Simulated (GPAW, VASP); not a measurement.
Given: the input of a run of GPAW 26.7.0 (ASE script) on BN. The cell is a database's computed one, not the measured one.

run.py

```python
from ase.dft.bandgap import bandgap
from ase.io import read, write
from ase.units import GPa
from gpaw import GPAW, PW

atoms = read('BN.xyz')

calc = GPAW(mode=PW(800),
            xc='PBE',
            kpts={'size': (13, 13, 13), 'gamma': True},
            occupations={'name': 'methfessel-paxton', 'order': 0, 'width': 0.012},
            nbands=11,
            convergence={'density': 1e-05, 'energy': 1e-05},
            maxiter=150,
            txt='gpaw.txt')
atoms.calc = calc
energy = atoms.get_potential_energy()
forces = atoms.get_forces()
stress = atoms.get_stress()
calc.write('gs.gpw')
write('result.traj', atoms)
print(f'Energy: {energy:.6f} eV')
print('Forces (eV/A):')
print(forces.round(4))
print('Stress (GPa):', (stress / GPa).round(3))
print('Fermi level:', round(calc.get_fermi_level(), 4), 'eV')
print(f'Gap: {bandgap(calc)[0]:.4f} eV, direct: {bandgap(calc, direct=True)[0]:.4f} eV')
```

BN.xyz

```xyz
2
Lattice="0.0000000000 1.8130010000 1.8130010000 1.8130010000 0.0000000000 1.8130010000 1.8130010000 1.8130010000 0.0000000000" Properties=species:S:1:pos:R:3 pbc="T T T"
N      0.9065005000      0.9065005000      0.9065005000
B      0.0000000000      0.0000000000      0.0000000000
```

Potentials or basis: GPAW PAW data sets (gpaw-data 1.2.1), pw.

The run is started by

```sh
$ OMP_NUM_THREADS=1 python run.py
```

Question: Translate it to VASP 6.6.1. Potentials or basis there: PBE PAW files B, N, 520 eV.

Answer: As run (cutoffs and basis follow the program's own potentials, and thresholds, step limits or extra output files can differ):

File INCAR:

```
SYSTEM = BN
PREC = Accurate
ENCUT = 520
EDIFF = 1E-6
ISMEAR = 0
SIGMA = 0.012
LREAL = .FALSE.
LASPH = .TRUE.
NELM = 80
ALGO = Normal
ISIF = 2
LWAVE = .FALSE.
LCHARG = .FALSE.
GGA = PE
```

KPOINTS

```
regular mesh
0
G
  13 13 13
  0 0 0
```

Contents of POSCAR:

```
BN
1.0
    0.0000000000      1.8130010000      1.8130010000
    1.8130010000      0.0000000000      1.8130010000
    1.8130010000      1.8130010000      0.0000000000
N B
1 1
Direct
    0.2500000000      0.2500000000      0.2500000000
    0.0000000000      0.0000000000      0.0000000000
```

Potentials or basis: VASP PAW PBE potentials, release 64 (N, B).

Run with:

```sh
$ cat potpaw_PBE.64/N/POTCAR potpaw_PBE.64/B/POTCAR > POTCAR
$ mpirun -np 1 vasp_std > vasp.out
```

Both were run:

|  | GPAW | VASP |
| --- | --- | --- |
| Pressure | -1.6 GPa | -0.2 GPa |

Pressure is positive in compression.
